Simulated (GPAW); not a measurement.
# Te (R-3m) in GPAW: a series of runs

The runs below take Te through single point, with LDA, PBEsol.

Everything below comes from runs of GPAW 26.7.0. Logs are shortened: lines on timing, memory, paths and dates and some standing lists are left out, and cuts for length are marked. The log counts tension as positive stress, the text compression.

### 1 Starting point

It takes space group R-3m (No. 166, trigonal). The conventional cell has a = 4.612 Å, b = 4.612 Å, c = 5.073 Å, α = 90.00°, β = 90.00°, γ = 120.00°. Te (site symmetry -3m) has 6 Te at 3.15 Å as nearest neighbours.

This isn't the form of Te at room conditions, which is trigonal, of chains.

### 2 Single point, LDA

run.py reads:

```python
from ase import Atoms
from ase.dft.bandgap import bandgap
from ase.io import write
from ase.units import GPa
from gpaw import GPAW, PW

atoms = Atoms(['Te'],
              cell=[[2.3059043427, 1.331314493, 1.6909537039],
                    [-2.3059043427, 1.331314493, 1.6909537039],
                    [0.0, -2.662628986, 1.6909537039]],
              scaled_positions=[[0.5, 0.5, 0.5]],
              pbc=True)

calc = GPAW(mode=PW(450),
            xc='LDA',
            kpts={'size': (7, 7, 7), 'gamma': True},
            occupations={'name': 'fermi-dirac', 'width': 0.05},
            nbands=9,
            maxiter=120,
            txt='gpaw.txt')
atoms.calc = calc
energy = atoms.get_potential_energy()
forces = atoms.get_forces()
stress = atoms.get_stress()
calc.write('gs.gpw')
write('result.traj', atoms)
print(f'Energy: {energy:.6f} eV')
print('Forces (eV/A):')
print(forces.round(4))
print('Stress (GPa):', (stress / GPa).round(3))
print('Fermi level:', round(calc.get_fermi_level(), 4), 'eV')
print(f'Gap: {bandgap(calc)[0]:.4f} eV, direct: {bandgap(calc, direct=True)[0]:.4f} eV')
```

Potentials or basis: the program's PAW data sets (release 1.2.1) made for this functional, pw.

Command:

```
$ OMP_NUM_THREADS=1 python run.py
```

gpaw.txt:

```text
__  _  _
 | _ |_)|_||  |
 |__||  | ||/\| - 26.7.0

Input parameters:
  mode=PW(ecut=450.00000000000006),
  kpts=MonkhorstPack(size=(7, 7, 7), gamma=True),
  maxiter=120,
  nbands=9,
  occupations=Occupations(name='fermi-dirac', width=0.05),
  xc=XC(name='LDA')

Diagonalizing LCAO Hamiltonian
Converting LCAO to pw mode

       Te

Atoms  # Å, Bohr magnetons
|   | symbol |        x |        y |        z |    initial magnetic moments |
|---|--------|----------|----------|----------|-----------------------------|
| 0 |     Te | 0.000000 | 0.000000 | 2.536431 | ( 0.0000,  0.0000,  0.0000) |

Unit cell  # Å
| periodic |         x |         y |        z |  lengths |    angles |
|----------|-----------|-----------|----------|----------|-----------|
|      yes |  2.305904 |  1.331314 | 1.690954 | 3.154190 | 93.950761 |
|      yes | -2.305904 |  1.331314 | 1.690954 | 3.154190 | 93.950761 |
|      yes |  0.000000 | -2.662629 | 1.690954 | 3.154190 | 93.950761 |

Number of symmetries: 12
Symmetry operations  # r_c * U_cc + t_c -> r_c
|    | kind |            matrix            |
|----|------|------------------------------|
|  0 |  E   |  1, 0, 0,  0, 1, 0,  0, 0, 1 |
|  1 |  σ   |  1, 0, 0,  0, 0, 1,  0, 1, 0 |
|  2 |  σ   |  0, 1, 0,  1, 0, 0,  0, 0, 1 |
|  3 |  C3  |  0, 1, 0,  0, 0, 1,  1, 0, 0 |
|  4 |  C3  |  0, 0, 1,  1, 0, 0,  0, 1, 0 |
|  5 |  σ   |  0, 0, 1,  0, 1, 0,  1, 0, 0 |
|  6 |  C2  |  0, 0,-1,  0,-1, 0, -1, 0, 0 |
|  7 |  S6  |  0, 0,-1, -1, 0, 0,  0,-1, 0 |
|  8 |  S6  |  0,-1, 0,  0, 0,-1, -1, 0, 0 |
|  9 |  C2  |  0,-1, 0, -1, 0, 0,  0, 0,-1 |
| 10 |  C2  | -1, 0, 0,  0, 0,-1,  0,-1, 0 |
| 11 |  i   | -1, 0, 0,  0,-1, 0,  0, 0,-1 |

BZ-sampling:
  Number of BZ points: 343
  Number of IBZ points: 44

  Monkhorst-Pack size: [7, 7, 7]
  Monkhorst-Pack shift: [0, 0, 0]

K-points  # in reciprocal-cell coordinates
|     |                                coordinates |     weight |
|-----|--------------------------------------------|------------|
|   0 | (  0.00000000,   0.00000000,   0.00000000) | 0.00291545 |
|   1 | (  0.14285714,   0.00000000,  -0.14285714) | 0.01749271 |
|   2 | (  0.14285714,   0.00000000,   0.00000000) | 0.01749271 |
|   3 | (  0.14285714,   0.14285714,  -0.14285714) | 0.01749271 |
|   4 | (  0.14285714,   0.14285714,   0.00000000) | 0.01749271 |
|   5 | (  0.14285714,   0.14285714,   0.14285714) | 0.00583090 |
|   6 | (  0.28571429,  -0.14285714,  -0.14285714) | 0.01749271 |
|   7 | (  0.28571429,   0.00000000,  -0.28571429) | 0.01749271 |
|   8 | (  0.28571429,   0.00000000,  -0.14285714) | 0.03498542 |
|   9 | (  0.28571429,   0.00000000,   0.00000000) | 0.01749271 |
| ... |                                            |            |
|  43 | (  0.42857143,   0.42857143,   0.42857143) | 0.00583090 |

Plane wave coefficients: 689
Cutoff: 450.00000000000006 eV

Spin-components: 1 (collinear spins)
Bands:           9
Projectors:      5
Spin-degeneracy: 2
Datatype:        complex128

Parallelization:
  kpt:    1
  domain: 1
  band:   1

Density:
  Valence electrons: 6.0
  Components: 1
  Grid points: [16 16 16]
  Charge: 0.0  # |e|

Potential:
  Grid points: [16 16 16]

species:
  Te:
    name:    Tellurium
    Z:       52.0
    valence: 6
    core:    46
    charge:  0.0  # [|e|]
    compensation charges:
      type: gauss
      rc: 0.36  # [Å]
      lmax: 2
    cutoffs:
      filter: 2.09  # [Å]
      core: 3.17  # [Å]
    projectors
    | kind |    occ | energy [eV] | rcut [Å] |
    |------|--------|-------------|----------|
    |   5s |  2.000 |     -15.337 |    1.180 |
    |   5p |  4.000 |      -6.113 |    1.196 |
    |    s |        |      11.875 |    1.180 |
    |    p |        |      21.098 |    1.196 |
    |    d |        |       0.000 |    1.238 |

    Using partial waves for Te as LCAO basis

Reference energy: -184637.496143  # eV

eigensolver:
  PPCG
  Converge bands: occupied
  niter=2

density mixing:
  MSR1-Mixer
  Pratt-step length: 0.05
  Maximum mixing coefficient: 0.75
  Old densities: 10
  SVD Regularization: 0.005
  Good broyden scale: 1.0
  Trust region scale: 1.0
  Backstep threshold: 4.0
  History deletion threshold: 6.0
  Fourier metric: weight=20.0, sigma=0.015

occupation numbers:
  Fermi-Dirac:
    width: 0.0500  # eV

poisson solver:
  ecut: 3600.0000000000005  # eV

xc functional:
  name: None

convergence criteria:
- Maximum [total energy] change in last 3 cyles: 0.0005 eV / valence electron
- Maximum integral of absolute [dens]ity change: 0.0001 electrons / valence electron
- Maximum integral of absolute [eigenst]ate change: 4e-08 eV^2 / valence electron
maximum number of iterations: 120

SCF iterations
|iter     | |      energy | eigst |  dens |
|---------|-|-------------|-------|-------|
|iter:   1| |   -3.819584 | -0.36 |       |
|iter:   2| |   -3.821426 | -2.46 | -1.45 |
|iter:   3| |   -3.818110 | -3.59 | -1.47 |
|iter:   4| |   -3.817907 | -4.99 | -2.04 |
|iter:   5| |   -3.817932c| -5.74 | -2.68 |
|iter:   6| |   -3.817934c| -6.77 | -3.44 |
|iter:   7| |   -3.817934c| -8.00c| -4.13c|

Converged in 7 steps
Energy contributions relative to reference atoms: (reference = -184637.496143)

Energy contributions:
  Kinetic:           3.443971
  Coulomb:          -3.394257
  Zero:              0.073591
  External:          0.000000
  Xc:               -3.938388
  Entropy:          -0.005704
  Spinorbit:         0.000000
  ----------------------------
  Free energy:      -3.820786
  Extrapolated:     -3.817934

dipole moment: (0.000000, 0.000000, -0.000073)  # |e|*Ang

Fermi level: 6.640
Eigenvalues  # (at kpt = [0.000, 0.000, 0.000])
| band index |      eig [eV] | occ [0-2] |
|------------|---------------|-----------|
|          0 |        -7.478 |     2.000 |
|          1 |         7.463 |     0.000 |
|          2 |         7.929 |     0.000 |
|          3 |         7.929 |     0.000 |
|          4 |        12.800 |     0.000 |
|          5 |        12.800 |     0.000 |
|          6 |        13.080 |     0.000 |
|          7 |        23.409 |     0.000 |
|          8 |        23.410 |     0.000 |

No gap
No difference between direct/indirect transitions

Forces  # eV/Ang
|        x |        y |       z |
|----------|----------|---------|
| -0.00000 | -0.00000 | 0.00000 |  # Te   0

Stress tensor  # eV/Ang^3
|         x |         y |        z |
|-----------|-----------|----------|
|  0.014970 | -0.000000 | 0.000000 |
|  0.000000 |  0.014970 | 0.000000 |
| -0.000000 |  0.000000 | 0.009176 |

# Writing to gs.gpw (mode='')
```

It took 1.9 s on 1 thread of AMD EPYC 9R45 (Zen 5), shared host; peak memory 0.13 GiB.

What came out:

| Item | Value |
| --- | --- |
| Free energy | -3.8208 eV |
| Pressure | -2.1 GPa |
| Band gap on the k mesh | none (metal or under the smearing width) |

Levels at points of the mesh, in eV from the Fermi level:
```tsv
k point	band 1	band 2	band 3	band 4	band 5
(0.00, 0.00, 0.00)	-14.12	0.82	1.29	1.29	6.16
```

Caveat: the cutoff is short for stress and forces, so pressures can be off by a GPa or more.

### 3 Single point, PBEsol

Edit run.py of step 2 so:

```diff
@@ -4,3 +4,5 @@
 from ase.units import GPa
-from gpaw import GPAW, PW
+from gpaw import GPAW, PW, setup_paths
+
+setup_paths.insert(0, '.')
 
@@ -14,3 +16,3 @@
 calc = GPAW(mode=PW(450),
-            xc='LDA',
+            xc='PBEsol',
             kpts={'size': (7, 7, 7), 'gamma': True},
```

Potentials or basis: PAW data sets generated in the run's folder for this functional, pw.

Command:

```
$ gpaw-setup -f PBEsol Te
$ OMP_NUM_THREADS=1 python run.py
```

Wall time 3.2 s (1 thread of AMD EPYC 9R45 (Zen 5), shared host); peak memory 0.13 GiB.

The run converged. Its results:

```
Free energy            : -3.5323 eV
Pressure               : -1.0 GPa
Band gap on the k mesh : none (metal or under the smearing width)
```

Stress tensor (GPa, compression positive):
```
-1.28  0.00  0.00
 0.00 -1.28  0.00
 0.00  0.00 -0.57
```

Levels at points of the mesh, in eV from the Fermi level:
```tsv
k point	band 1	band 2	band 3	band 4	band 5
(0.00, 0.00, 0.00)	-14.10	0.83	1.30	1.30	6.06
```

Caveat: the cutoff is short for stress and forces, so pressures can be off by a GPa or more. Spin-orbit coupling is left out, which matters for the levels of Te.
